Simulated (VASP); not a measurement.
**Input and output of a VASP LDA single-point calculation on MgI$_{2}$ (distorted 1T (CdI2) bulk)**

INCAR

```
LASPH = .TRUE.
EDIFF = 1E-7
GGA = CA
ISIF = 2
ISMEAR = -1
LWAVE = .FALSE.
NELM = 120
ENCUT = 520
IBRION = -1
LREAL = .FALSE.
PREC = Accurate
SIGMA = 0.02
NBANDS = 15
NSW = 0
LCHARG = .TRUE.
LELF = .TRUE.
```

KPOINTS

```
KPOINTS created by Atomic Simulation Environment
0
Gamma
6 6 4
0 0 0
```

POSCAR

```
Mg I
 1.0000000000000000
     4.2024999999999997    0.0897000000000000   -0.0093000000000000
    -2.0236000000000001    3.4468000000000001    0.0224000000000000
    -0.0153000000000000    0.0339000000000000    7.0095000000000001
 Mg  I
   1   2
Cartesian
 -1.7918813300000000  3.4341112300000001  0.0554412500000000
  0.3678664299999999  2.2637381100000002  1.8598211699999998
  2.1344196799999997  1.2394311199999999  5.2794030400000000
```

VASP ran with the recommended LDA PAW datasets (16 valence electrons in the cell).

Command

```
mpirun -np 1 vasp_std
```

From OUTCAR

```
k-points           NKPTS =     76   k-points in BZ     NKDIM =     76   number of bands    NBANDS=     15

   NELECT =      16.0000    total number of electrons

   dimension x,y,z NGX =    32 NGY =   30 NGZ =   54
   dimension x,y,z NGXF=    64 NGYF=   60 NGZF=  108

  energy-cutoff  :      520.00
  volume of cell :      102.80
      direct lattice vectors                 reciprocal lattice vectors
     4.202500000  0.089700000 -0.009300000     0.235008296  0.137973263 -0.000154314
    -2.023600000  3.446800000  0.022400000    -0.006119147  0.286540743 -0.001399152
    -0.015300000  0.033900000  7.009500000     0.000331357 -0.000732629  0.142667795

 k-points in reciprocal lattice and weights: KPOINTS created by Atomic Simulation Env
   0.00000000  0.00000000  0.00000000       0.007
   0.16666667  0.00000000 -0.00000000       0.014
   0.33333333  0.00000000  0.00000000       0.014
   0.50000000  0.00000000 -0.00000000       0.007
  -0.00000000  0.16666667  0.00000000       0.014
   0.16666667  0.16666667  0.00000000       0.014
   0.33333333  0.16666667  0.00000000       0.014
   0.50000000  0.16666667  0.00000000       0.014
   ...

 E-fermi :   2.9077

 k-point     1 :       0.0000    0.0000    0.0000
  band No.  band energies     occupation
      1      -9.8962      2.00000
      2      -9.2617      2.00000
      3      -1.5454      2.00000
      4       1.7577      2.00000
      5       1.9683      2.00000
      6       2.0424      2.00000
      7       2.0711      2.00000
      8       2.5148      2.00000
      9       5.3626      0.00000
     10       6.9740      0.00000
     11       8.7699      0.00000
     12       9.2074      0.00000
     13       9.2835      0.00000
     14      10.0794      0.00000
     15      10.9092      0.00000

 k-point     2 :       0.1667    0.0000   -0.0000
  band No.  band energies     occupation
      1      -9.7701      2.00000
      2      -9.1856      2.00000
      3      -1.3508      2.00000
      4       0.6580      2.00000
      5       1.1963      2.00000
      6       1.8275      2.00000
      7       1.9784      2.00000
      8       2.4047      2.00000
      9       6.2662      0.00000
     10       7.6654      0.00000
     11       8.0982      0.00000
     12       9.0778      0.00000
     13       9.4176      0.00000
     14       9.8372      0.00000
     15      10.5762      0.00000

 k-point     3 :       0.3333    0.0000    0.0000
  band No.  band energies     occupation
      1      -9.4797      2.00000
      2      -9.0369      2.00000
      3      -1.1207      2.00000
      4      -0.4935      2.00000
      5       0.0403      2.00000
      6       1.4650      2.00000
      7       1.7120      2.00000
      8       2.1753      2.00000
      9       6.0813      0.00000
     10       7.4078      0.00000
     11       7.6404      0.00000
     12       9.2914      0.00000
     13       9.4539      0.00000
     14      10.7422      0.00000
     15      11.3787      0.00000

 k-point     4 :       0.5000    0.0000   -0.0000
  band No.  band energies     occupation
      1      -9.3024      2.00000
      2      -8.9741      2.00000
      3      -1.5155      2.00000
      4      -0.5709      2.00000
      5      -0.1399      2.00000
      6       1.3107      2.00000
      7       1.4113      2.00000
      8       2.0621      2.00000
      9       5.6455      0.00000
     10       7.2589      0.00000
     11       7.4067      0.00000
     12       9.2801      0.00000
     13       9.7051      0.00000
     14      11.0305      0.00000
     15      11.7012      0.00000

 k-point     5 :      -0.0000    0.1667    0.0000
  band No.  band energies     occupation
      1      -9.7451      2.00000
      2      -9.1673      2.00000
      3      -1.3147      2.00000
      4       0.9007      2.00000
      5       1.2705      2.00000
      6       1.5622      2.00000
      7       1.9747      2.00000
      8       2.0836      2.00000
      9       6.2365      0.00000
     10       7.4746      0.00000
     11       8.4215      0.00000
     12       8.9471      0.00000
     13       9.2406      0.00000
     14      10.0719      0.00000
     15      10.5330      0.00000

 k-point     6 :       0.1667    0.1667    0.0000
  band No.  band energies     occupation
      1      -9.5312      2.00000
      2      -9.0479      2.00000
      3      -1.0313      2.00000
      4      -0.0872      2.00000
      5       0.2165      2.00000
      6       1.3615      2.00000
      7       1.6683      2.00000
      8       1.8617      2.00000
      9       6.4198      0.00000
     10       7.8541      0.00000
     11       8.5005      0.00000
     12       8.8147      0.00000
     13       9.0742      0.00000
     14       9.3723      0.00000
     15      11.5303      0.00000

 k-point     7 :       0.3333    0.1667    0.0000
  band No.  band energies     occupation
      1      -9.2786      2.00000
      2      -8.9514      2.00000
      3      -1.2700      2.00000
      4      -0.3792      2.00000
      5      -0.0800      2.00000
      6       0.7477      2.00000
      7       1.3377      2.00000
      8       1.4895      2.00000
      9       5.7354      0.00000
     10       8.2886      0.00000
     11       8.3809      0.00000
     12       8.9717      0.00000
     13       9.6829      0.00000
     14      10.4806      0.00000
     15      11.3253      0.00000

 k-point     8 :       0.5000    0.1667    0.0000
  band No.  band energies     occupation
      1      -9.2792      2.00000
      2      -8.9666      2.00000
      3      -1.2152      2.00000
      4      -0.3462      2.00000
      5      -0.0192      2.00000
      6       0.6511      2.00000
      7       1.2789      2.00000
      8       1.4626      2.00000
      9       5.8253      0.00000
     10       8.2652      0.00000
     11       8.4079      0.00000
     12       9.0913      0.00000
     13       9.7944      0.00000
     14      10.5717      0.00000
     15      11.3061      0.00000

 k-point     9 :      -0.3333    0.1667    0.0000
  band No.  band energies     occupation
      1      -9.5365      2.00000
      2      -9.0707      2.00000
      3      -0.9948      2.00000
      4       0.0244      2.00000
      5       0.3089      2.00000
      6       1.2489      2.00000
      7       1.5463      2.00000
      8       1.8198      2.00000
      9       6.5774      0.00000
     10       7.8655      0.00000
     11       8.5799      0.00000
     12       8.9291      0.00000
     13       9.2700      0.00000
     14       9.4571      0.00000
     15      11.2848      0.00000

 k-point    10 :      -0.1667    0.1667    0.0000
  band No.  band energies     occupation
      1      -9.7483      2.00000
      2      -9.1770      2.00000
      3      -1.3097      2.00000
      4       0.9733      2.00000
      5       1.3314      2.00000
      6       1.5417      2.00000
      7       1.9156      2.00000
      8       2.0463      2.00000
      9       6.2197      0.00000
     10       7.5536      0.00000
     11       8.2178      0.00000
     12       9.2093      0.00000
     13       9.2941      0.00000
     14      10.1686      0.00000
     15      10.6004      0.00000

 k-point    11 :      -0.0000    0.3333    0.0000
  band No.  band energies     occupation
      1      -9.3906      2.00000
      2      -8.9827      2.00000
      3      -0.9513      2.00000
      4      -0.3976      2.00000
      5       0.1299      2.00000
      6       1.0286      2.00000
      7       1.6791      2.00000
      8       1.7541      2.00000
      9       5.9848      0.00000
     10       7.0176      0.00000
     11       7.7112      0.00000
     12       8.8766      0.00000
     13       9.2134      0.00000
     14      10.7481      0.00000
     15      11.3280      0.00000

 k-point    12 :       0.1667    0.3333    0.0000
  band No.  band energies     occupation
      1      -9.2099      2.00000
      2      -8.9190      2.00000
      3      -1.1449      2.00000
      4      -0.3905      2.00000
      5       0.0536      2.00000
      6       0.5278      2.00000
      7       1.0686      2.00000
      8       1.4378      2.00000
      9       5.7197      0.00000
     10       7.7179      0.00000
     11       8.1290      0.00000
     12       8.6947      0.00000
     13       9.6085      0.00000
     14      10.9405      0.00000
     15      11.6131      0.00000

 k-point    13 :       0.3333    0.3333    0.0000
  band No.  band energies     occupation
      1      -9.0982      2.00000
      2      -8.9283      2.00000
      3      -1.0546      2.00000
      4      -0.1599      2.00000
      5      -0.0348      2.00000
      6       0.2465      2.00000
      7       0.5373      2.00000
      8       1.0581      2.00000
      9       5.5547      0.00000
     10       8.5232      0.00000
     11       9.1344      0.00000
     12       9.7603      0.00000
     13      10.0768      0.00000
     14      10.5668      0.00000
     15      10.7001      0.00000

 ...

  Total       -1.6544596     -0.8518993     -2.3405801     -0.5429500      0.0171063     -0.4677279
  in kB      -25.7846045    -13.2767734    -36.4777302     -8.4618263      0.2665996     -7.2894974
  external PRESSURE =     -25.1797027 kB  Pullay stress =       0.0000000 kB

 POSITION                                       TOTAL-FORCE (eV/Angst)
 -----------------------------------------------------------------------------------
     -1.79188      3.43411      0.05544        -0.094431     -0.056143      0.148944
      0.36787      2.26374      1.85982        -0.143707      0.051780     -0.694830
      2.13442      1.23943      5.27940         0.238138      0.004363      0.545886
 -----------------------------------------------------------------------------------
    total drift:                                0.000058      0.000009      0.000037

  FREE ENERGIE OF THE ION-ELECTRON SYSTEM (eV)
  ---------------------------------------------------
  free  energy   TOTEN  =        -8.9307849032 eV

  energy  without entropy=       -8.9307849032  energy(sigma->0) =       -8.93078490
```

The gap between bands v and c on the k mesh is 2.70 eV and the least direct gap on the k mesh is 2.85 eV. The pressure is -2.5 GPa and the largest force is 0.71 eV/Å.

Band v is the last that the valence electrons fill when counted band by band, and c is the next.

The run took about 37 s on one core of a shared host (Intel Xeon 6975P-C) and held 0.26 GiB at most.
